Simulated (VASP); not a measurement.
# ZrB2 (P6/mmm) in VASP: further runs, part 2 of 2

VASP 6.6.1. The steps go on from the part before.

## Step 3: Relaxation of cell and atoms, PBE

This run uses another cell than the first one, of 10.32 Å³/atom, 1.007 times its volume.

Contents of INCAR:

```
PREC = Accurate
ENCUT = 520
EDIFF = 1E-7
ISMEAR = 0
SIGMA = 1.0
LREAL = F
LASPH = T
NELM = 80
ALGO = Normal
ISIF = 3
LWAVE = F
LCHARG = F
GGA = PE
IBRION = 2
NSW = 80
EDIFFG = -0.002
```

Contents of KPOINTS:

```
Automatic mesh
0
Gamma
  15 15 12
```

Contents of POSCAR:

```
ZrB2                                    
1.0
    3.1748291150      0.0000000000     -0.0000000000
   -1.5874145575      2.7494826663      0.0000000000
    0.0000000000      0.0000000000      3.5461328651
  Zr              B             
     1     2
Direct
     0.0000000000000000    0.0000000000000000    0.0000000000000000
     0.3333333300000021    0.6666666699999979    0.5000000000000000
     0.6666666699999979    0.3333333300000021    0.5000000000000000
```

Potentials or basis: VASP PAW PBE potentials, release 64 (Zr_sv, B).

On the command line:

```bash
> cat potpaw_PBE.64/Zr_sv/POTCAR potpaw_PBE.64/B/POTCAR > POTCAR
> mpirun -np 1 vasp_std > vasp.out
```

OUTCAR:

```text
PREC = Accurate
   ENCUT = 520
   EDIFF = 1E-7
   ISMEAR = 0
   LREAL = F
   LASPH = T
   NELM = 80
   ISIF = 3
   GGA = PE
   IBRION = 2
   NSW = 80
   EDIFFG = -0.002

 ion  position               nearest neighbor table
   1  0.000  0.000  0.000-   2 2.55   3 2.55   2 2.55   3 2.55   3 2.55   3 2.55   2 2.55   2 2.55
                             3 2.55   3 2.55   2 2.55   2 2.55
   2  0.333  0.667  0.500-   3 1.83   3 1.83   3 1.83   1 2.55   1 2.55   1 2.55   1 2.55   1 2.55
                             1 2.55
   3  0.667  0.333  0.500-   2 1.83   2 1.83   2 1.83   1 2.55   1 2.55   1 2.55   1 2.55   1 2.55
                             1 2.55

  LATTYP: Found a hexagonal cell.
 ALAT       =     3.1748291150
 C/A-ratio  =     1.1169523576

  Lattice vectors:

 A1 = (   3.1748291150,   0.0000000000,   0.0000000000)
 A2 = (  -1.5874145575,   2.7494826663,   0.0000000000)
 A3 = (   0.0000000000,   0.0000000000,   3.5461328651)

Analysis of symmetry for initial positions (statically):
=====================================================================
 Subroutine PRICEL returns:
 Original cell was already a primitive cell.

 Routine SETGRP: Setting up the symmetry group for a
 hexagonal supercell.

 Subroutine GETGRP returns: Found 24 space group operations
 (whereof 24 operations were pure point group operations)
 out of a pool of 24 trial point group operations.

The static configuration has the point symmetry D_6h.

Analysis of symmetry for dynamics (positions and initial velocities):
=====================================================================
 Subroutine PRICEL returns:
 Original cell was already a primitive cell.

 Routine SETGRP: Setting up the symmetry group for a
 hexagonal supercell.

 Subroutine GETGRP returns: Found 24 space group operations
 (whereof 24 operations were pure point group operations)
 out of a pool of 24 trial point group operations.

The dynamic configuration has the point symmetry D_6h.

 Subroutine INISYM returns: Found 24 space group operations
 (whereof 24 operations are pure point group operations),
 and found     1 'primitive' translations

----------------------------------------------------------------------------------------

                                     Primitive cell

  volume of cell :      30.9547

  direct lattice vectors                    reciprocal lattice vectors
     3.174829115  0.000000000  0.000000000     0.314977583  0.181852392  0.000000000
    -1.587414558  2.749482666  0.000000000     0.000000000  0.363704784  0.000000000
     0.000000000  0.000000000  3.546132865     0.000000000  0.000000000  0.281997330

  length of vectors
     3.174829115  3.174829115  3.546132865     0.363704784  0.363704784  0.281997330

  position of ions in fractional coordinates (direct lattice)
     0.000000000  0.000000000  0.000000000
     0.333333330  0.666666670  0.500000000
     0.666666670  0.333333330  0.500000000

  ion indices of the primitive-cell ions
   primitive index   ion index
                 1           1
                 2           2
                 3           3

----------------------------------------------------------------------------------------

 KPOINTS: Automatic mesh

[... 53 lines left out ...]
   dimension x,y,z NGXF=    48 NGYF=   48 NGZF=   56
   ions per type =               1   2
   NGX,Y,Z   is equivalent  to a cutoff of  12.57, 12.57, 13.13 a.u.
   NGXF,Y,Z  is equivalent  to a cutoff of  25.13, 25.13, 26.25 a.u.
 SYSTEM =  unknown system
   PREC   = accura    normal or accurate (medium, high low for compatibility)
   ISTART =      0    job   : 0-new  1-cont  2-samecut
   ICHARG =      2    charge: 1-file 2-atom 10-const
   ISPIN  =      1    spin polarized calculation?
   LNONCOLLINEAR =      F non collinear calculations
   LSORBIT =      F    spin-orbit coupling
   LASPH  =      T    aspherical Exc in radial PAW
   ENCUT  =  520.0 eV  38.22 Ry    6.18 a.u.   5.90  5.90  6.59*2*pi/ulx,y,z
   NELM   =     80;   NELMIN=  2; NELMDL= -5     # of ELM steps
   EDIFF  = 0.1E-06   stopping-criterion for ELM
   LREAL  =      F    real-space projection
   EDIFFG = -.2E-02   stopping-criterion for IOM
   NSW    =     80    number of steps for IOM
   IBRION =      2    ionic relax: 0-MD 1-quasi-New 2-CG
   NFREE  =      1    steps in history (QN), initial steepest desc. (CG)
   ISIF   =      3    stress and relaxation
   ISYM   =      2    0-nonsym 1-usesym 2-fastsym
   POTIM  = 0.5000    time-step for ionic-motion
   TEBEG  =    0.0;   TEEND  =   0.0 temperature during run
   PSTRESS=    0.0 pullay stress
   NELECT =      18.0000    total number of electrons
   NUPDOWN=      -1.0000    fix difference up-down
   EMIN   =  10.00;   EMAX   =-10.00  energy-range for DOS
   EFERMI =   0.00;   METHOD = LEGACY
   ISMEAR =     0;   SIGMA  =   1.00  broadening in eV -4-tet -1-fermi 0-gaus
   EFERMI_NEDOS =   21; number of points for ismear=-14 and -15
   IALGO  =     38    algorithm
   IMIX   =      4    mixing-type and parameters
     AMIX     =   0.40;   BMIX     =  1.00
     AMIX_MAG =   1.60;   BMIX_MAG =  1.00
  volume/ion in A,a.u.               =      10.32        69.63
  Fermi-wavevector in a.u.,A,eV,Ry     =   1.366439  2.582195 25.404190  1.867155
  Thomas-Fermi vector in A             =   2.492579
   LORBIT       =      0    0 simple, 1 ext, 2 COOP (PROOUT), +10 PAW based schemes
   GGA     = PE    functional components
   LHFCALC =     F    Hartree Fock is set to
   AEXX    =    0.0000 exact exchange contribution
   IVDW    =     0    specifies the selected vdW correction
   LEPSILON=     F    determine dielectric tensor
   LRPA    =     F    only Hartree local field effects (RPA)
 conjugate gradient relaxation of ions
 non-spin polarized calculation
 Gauss-broadening in eV      SIGMA  =   1.00
  energy-cutoff  :      520.00
  volume of cell :       30.95
 maximum number of plane-waves:       852
 NGX is ok and might be reduce to    24
   NGX = 11   NGY = 11   NGZ = 13

 number of electron      18.0000000 magnetization

 Free energy of the ion-electron system (eV)
  ---------------------------------------------------
  ext. energy  EPLUGINS =         0.00000000
  ---------------------------------------------------
  free energy    TOTEN  =       -25.06503025 eV

  energy without entropy =      -24.85045059  energy(sigma->0) =      -24.95774042

 E-fermi :  10.3571     XC(G=0): -12.4102

 val. band max:       10.3517658088   @ k =   0.0667   0.0667   0.5000
 cond. band min:      10.4340385680   @ k =   0.0667   0.0667   0.4167
 fundamental gap:      0.0822727592
 Fermi energy:        10.3570843113

 k-point     1 :       0.0000    0.0000    0.0000
  band No.  band energies     occupation
      1     -38.1978      2.00000
      2     -16.3797      2.00000
      3     -15.8372      2.00000
      4     -15.8372      2.00000
      5      -2.2463      2.00000
      6       7.8513      1.99961
      7       7.8513      1.99961
      8       7.8766      1.99955
      9       8.0833      1.99870
     10      13.8273      0.00000
     11      13.8273      0.00000
     12      14.5777      0.00000
     13      14.5777      0.00000
[... 354 lines left out ...]
  band No.  band energies     occupation
      1     -38.0750      2.00000
      2     -16.6498      2.00000
      3     -16.2561      2.00000
      4     -16.1955      2.00000
      5       2.1369      2.00000
      6       2.2081      2.00000
      7       4.9468      2.00000
      8       7.0898      2.00000
      9       9.4521      1.79940
     10      10.2228      1.15066
     11      13.1646      0.00007
     12      14.5788      0.00000
     13      16.7766      0.00000

 [... further k-points ...]

------------------------ aborting loop because EDIFF is reached ----------------------------------------

  FORCE on cell =-STRESS in cart. coord.  units (eV):
  Direction    XX          YY          ZZ          XY          YZ          ZX
  --------------------------------------------------------------------------------------
  -------------------------------------------------------------------------------------
  Total       -0.0030501     -0.0030501      0.0055506      0.0000000     -0.0000000      0.0000000
  in kB       -0.1578676     -0.1578676      0.2872939      0.0000000     -0.0000000      0.0000000
  external PRESSURE =      -0.0094804 kB  Pullay stress =       0.0000000 kB

 VOLUME and BASIS-vectors are now :
 -----------------------------------------------------------------------------
  energy-cutoff  :      520.00
  volume of cell :       30.95
      direct lattice vectors                 reciprocal lattice vectors
     3.174829115  0.000000000  0.000000000     0.314977583  0.181852392  0.000000000
    -1.587414558  2.749482666  0.000000000     0.000000000  0.363704784  0.000000000
     0.000000000  0.000000000  3.546132865     0.000000000  0.000000000  0.281997330

 POSITION                                       TOTAL-FORCE (eV/Angst)
 -----------------------------------------------------------------------------------
      0.00000      0.00000      0.00000        -0.000000      0.000000      0.000000
     -0.00000      1.83299      1.77307         0.000000      0.000000      0.000000
      1.58741      0.91649      1.77307        -0.000000     -0.000000     -0.000000
 -----------------------------------------------------------------------------------
    total drift:                               -0.000000     -0.000000     -0.000000

  FREE ENERGIE OF THE ION-ELECTRON SYSTEM (eV)
  ---------------------------------------------------
  free  energy   TOTEN  =       -25.0650302479 eV

  energy  without entropy=      -24.8504505924  energy(sigma->0) =      -24.95774042

 reached required accuracy - stopping structural energy minimisation
```

OSZICAR:

```text
N       E                     dE             d eps       ncg     rms          rms(c)
DAV:   1     0.111313434903E+03    0.11131E+03   -0.99093E+03  4914   0.138E+03
DAV:   2    -0.220093561837E+02   -0.13332E+03   -0.12905E+03  5742   0.337E+02
DAV:   3    -0.276250930713E+02   -0.56157E+01   -0.55433E+01  7840   0.601E+01
DAV:   4    -0.277618118990E+02   -0.13672E+00   -0.13662E+00  6352   0.848E+00
DAV:   5    -0.277649540069E+02   -0.31421E-02   -0.31420E-02  7489   0.103E+00    0.210E+01
DAV:   6    -0.250909129255E+02    0.26740E+01   -0.80358E+00  5970   0.199E+01    0.853E+00
DAV:   7    -0.250667616082E+02    0.24151E-01   -0.85507E-01  7566   0.603E+00    0.313E+00
DAV:   8    -0.250676941446E+02   -0.93254E-03   -0.90334E-02  5880   0.280E+00    0.771E-01
DAV:   9    -0.250650590176E+02    0.26351E-02   -0.16126E-02  6252   0.104E+00    0.141E-01
DAV:  10    -0.250650167203E+02    0.42297E-04   -0.88085E-04  6321   0.280E-01    0.412E-02
DAV:  11    -0.250650302818E+02   -0.13562E-04   -0.30686E-05  6477   0.660E-02    0.132E-02
DAV:  12    -0.250650302316E+02    0.50236E-07   -0.21869E-06  6344   0.158E-02    0.330E-03
DAV:  13    -0.250650302479E+02   -0.16287E-07   -0.25053E-07  5470   0.436E-03
   1 F= -.25065030E+02 E0= -.24957740E+02  d E =-.250650E+02
```

CONTCAR:

```text
ZrB2
   1.00000000000000
     3.1748291150000001    0.0000000000000000    0.0000000000000000
    -1.5874145575000000    2.7494826663000000    0.0000000000000000
     0.0000000000000000    0.0000000000000000    3.5461328651000001
  Zr              B
     1     2
Direct
     0.0000000000000000    0.0000000000000000    0.0000000000000000
     0.3333333300000021    0.6666666699999979    0.5000000000000000
     0.6666666699999979    0.3333333300000021    0.5000000000000000

  0.00000000E+00  0.00000000E+00  0.00000000E+00
  0.00000000E+00  0.00000000E+00  0.00000000E+00
  0.00000000E+00  0.00000000E+00  0.00000000E+00
```

Run time: 38 s. Hardware: 1 thread of AMD EPYC 9R14 (Zen 4), shared host; peak memory 0.18 GiB.

Results:

```yaml
Free_energy: -25.0650 eV
Pressure_after_relaxing: 0.0 GPa
Band_gap_on_the_k_mesh: none (metal or under the smearing width)
```

Final structure:
```
Zr B
1.0
     3.17483    0.00000    0.00000
    -1.58741    2.74948    0.00000
     0.00000    0.00000    3.54613
Zr B
1 2
Cartesian
  0.0000 0.0000 0.0000
  0.0000 1.8330 1.7731
  1.5874 0.9165 1.7731
```

Caveat: the relaxation stopped at its first step, so nothing moved.
